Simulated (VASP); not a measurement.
B6As: relaxation of cell and atoms with r2SCAN

Crystal: B6As.

```xyz
14
Lattice="3.0679 1.7712 3.9648 -3.0679 1.7712 3.9648 0.0000 -3.5425 3.9648" Properties=species:S:1:pos:R:3 pbc="T T T"
B     0.0000   -1.0973    1.4091
B    -0.9503    0.5486    1.4091
B     1.6846   -0.9726    7.5972
B     0.0000    1.9452    7.5972
B    -1.6846   -0.9726    7.5972
B     1.6846    0.9726    4.2972
B    -1.6846    0.9726    4.2972
B     0.0000   -1.9452    4.2972
B     0.9503   -0.5486   10.4853
B     0.0000    1.0973   10.4853
B    -0.9503   -0.5486   10.4853
B     0.9503    0.5486    1.4091
As    0.0000    0.0000    7.1419
As    0.0000    0.0000    4.7524
```

The cell is a database's computed one.

```
Program                : VASP 6.6.1
Task                   : relaxation of cell and atoms
Functional             : r2SCAN
Potentials or basis    : VASP PAW PBE potentials, release 64 (B, As)
Cutoff                 : 600 eV
k mesh                 : 6 × 6 × 6
Occupations            : gaussian, width 0.03 eV
Spin                   : no spin polarisation
Further INCAR settings : ALGO = Normal; EDIFF = 1e-07; IBRION = 2; EDIFFG = -0.005; NSW = 90; ISIF = 3
```

| Quantity | Value |
| --- | --- |
| Relaxed volume | 9.24 Å³/atom |
| Relaxed cell | a = 5.318 Å, b = 5.318 Å, c = 5.318 Å, α = 70.46°, β = 70.46°, γ = 70.46° |
| Space group after relaxing (to 0.05 Å) | R-3m (No. 166) |
| Energy gained by relaxing | 0.0 meV/atom |
| Ionic steps | 4 |
| Pressure after relaxing | 0.0 GPa |
| Band gap on the k mesh | 2.88 eV, indirect (least direct gap 2.97 eV) |

Forces in eV/Å, atoms in the order of the input:
```
B    0.000 -0.001 -0.001
B   -0.001  0.001 -0.001
B   -0.001  0.001  0.000
B    0.000 -0.001  0.000
B    0.001  0.001  0.000
B   -0.001 -0.001  0.000
B    0.001 -0.001  0.000
B    0.000  0.001  0.000
B    0.001 -0.001  0.001
B    0.000  0.001  0.001
B   -0.001 -0.001  0.001
B    0.001  0.001 -0.001
As   0.000  0.000 -0.003
As   0.000  0.000  0.003
```

Final structure:
```
B As
1.0
     3.06776    1.77117    3.96613
    -3.06776    1.77117    3.96613
     0.00000   -3.54234    3.96613
B As
12 2
Direct
  0.01516 0.01516 0.32495
  0.01516 0.32495 0.01516
  0.82178 0.27264 0.82178
  0.82178 0.82178 0.27264
  0.27264 0.82178 0.82178
  0.72736 0.17822 0.17822
  0.17822 0.72736 0.17822
  0.17822 0.17822 0.72736
  0.98484 0.67505 0.98484
  0.98484 0.98484 0.67505
  0.67505 0.98484 0.98484
  0.32495 0.01516 0.01516
  0.60044 0.60044 0.60044
  0.39956 0.39956 0.39956
```

Levels at points of the mesh, in eV from the valence-band top:
```csv
k point,band 21,band 22,band 23,band 24,band 25,band 26
"(0.00, 0.00, 0.00)",-0.21,-0.08,-0.08,4.78,5.09,5.09
"(0.50, 0.00, 0.00)",-1.40,-1.17,-0.11,2.88,4.49,4.96
"(0.50, 0.50, 0.00)",-1.02,-0.72,-0.29,3.69,4.76,5.07
"(0.50, 0.50, 0.50)",-0.83,-0.83,0.00,2.97,3.96,4.03
```

It took 3.2 min on 4 MPI ranks on Intel(R) Xeon(R) 6975P-C (Granite Rapids), on a shared host, peak memory 0.36 GiB a rank.

Caveat: the PAW data sets were made with another functional, which shifts forces and pressure a little. r2SCAN opens gaps a little over a GGA but as a rule still falls short of measured ones.
